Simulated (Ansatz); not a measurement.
Bi2Te3 (Tellurobismuthite):

```
Bi Te
1.0
     2.19300    1.26613   10.16567
    -2.19300    1.26613   10.16567
     0.00000   -2.53226   10.16567
Bi Te
2 3
Direct
  0.60000 0.60000 0.60000
  0.40000 0.40000 0.40000
  0.79050 0.79050 0.79050
  0.20950 0.20950 0.20950
  0.00000 0.00000 0.00000
```

* Program: Ansatz 0.2.0
* Task: relaxation of cell and atoms
* Functional: PBE
* Potentials or basis: PseudoDojo stringent (PBE files)
* Cutoff: 1450 eV
* Density cutoff: 5800 eV
* k mesh: 7 × 7 × 7
* Occupations: fermi-dirac, width 0.05 eV
* Spin: no spin polarisation

At the start: volume 33.87 Å³/atom.

Task: Where does the relaxation end?

Result: It ends after 10 steps and the volume is 36.51 Å³/atom (+7.8 %); space group R-3m (No. 166, to 0.05 Å).

The path:
```
step  energy change (eV)  largest force (eV/Å)  volume (Å³)
   1              0.0000                0.0456       169.36
   2             -0.0400                0.1985       180.64
   3             -0.0567                0.0432       178.65
   4             -0.0614                0.0655       179.66
   5             -0.0642                0.0398       180.88
   6             -0.0648                0.0055       181.71
   7             -0.0662                0.0055       181.71
   8             -0.0663                0.0022       182.19
   9             -0.0664                0.0007       182.54
  10             -0.0664                0.0007       182.54
```

Final structure:
```xyz
5
Lattice="2.2244 1.2843 10.6497 -2.2244 1.2843 10.6497 0.0000 -2.5685 10.6497" Properties=species:S:1:pos:R:3 pbc="T T T"
Bi    0.0000    0.0000   19.2463
Bi    0.0000    0.0000   12.7029
Te    0.0000    0.0000   25.0728
Te    0.0000    0.0000    6.8764
Te    0.0000    0.0000    0.0000
```

Caveat: the plane-wave basis is chosen anew once the cell has moved, so the energies of steps on either side of that aren't comparable.
